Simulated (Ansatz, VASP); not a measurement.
# Pt in VASP and in Ansatz

INCAR

```
SYSTEM = Pt
PREC = Accurate
ENCUT = 520
EDIFF = 1E-6
ISMEAR = 0
SIGMA = 0.023
LREAL = .False.
LASPH = .True.
NELM = 80
ALGO = Normal
ISIF = 2
LWAVE = .False.
LCHARG = .True.
GGA = PE
LELF = .True.
LVHAR = .True.
NBANDS = 11
```

File KPOINTS:

```
regular mesh
0
Gamma
  12 12 12
  0 0 0
```

The input POSCAR:

```
Pt
1.0
    0.0000000000      1.9609000000      1.9609000000
    1.9609000000      0.0000000000      1.9609000000
    1.9609000000      1.9609000000      0.0000000000
Pt
1
Direct
    0.0000000000      0.0000000000      0.0000000000
```

Contents of input.yaml:

```yaml
crystal:
  lattice:
    - [0.0, 1.9609, 1.9609]
    - [1.9609, 0.0, 1.9609]
    - [1.9609, 1.9609, 0.0]
  atoms:
    - { symbol: Pt, position: [0.0, 0.0, 0.0] }
kpoints:
  mp_grid: { grid: [12, 12, 12] }
scf:
  occupations: { method: gaussian, width: 0.023 }
hamiltonian:
  xc: pbe
  pseudopotentials: { kind: all_electron, lapw: { basis_error: 0.001 } }
output:
  forces: true
  stress: true
  eigenvalues: true
```

Alike in both runs: task single point; functional PBE; k mesh 12 × 12 × 12; occupations gaussian, width 0.023 eV; no spin polarisation.

|  | VASP | Ansatz |
| --- | --- | --- |
| version | VASP 6.6.1 | Ansatz 0.2.0 |
| potentials or method | VASP PAW PBE potentials, release 64 (Pt) | all-electron LAPW, scalar-relativistic |
| plane-wave cutoff (eV) | 520 | see its input |

Ansatz gave:

| Item | Value |
| --- | --- |
| gap on the k mesh at the Fermi level (eV) | none |
| pressure (GPa) | 10.2 |

Problem. Estimate VASP's values.

Solution. gap on the k mesh at the Fermi level (eV): none; pressure (GPa): 9.7.

A gap of «none» marks a metal or a gap that the smearing closes. Ansatz ran all-electron here, so the differences hold the error of VASP's frozen core and of both bases.

The runs have no spin-orbit coupling, so splittings on Pt are missing.
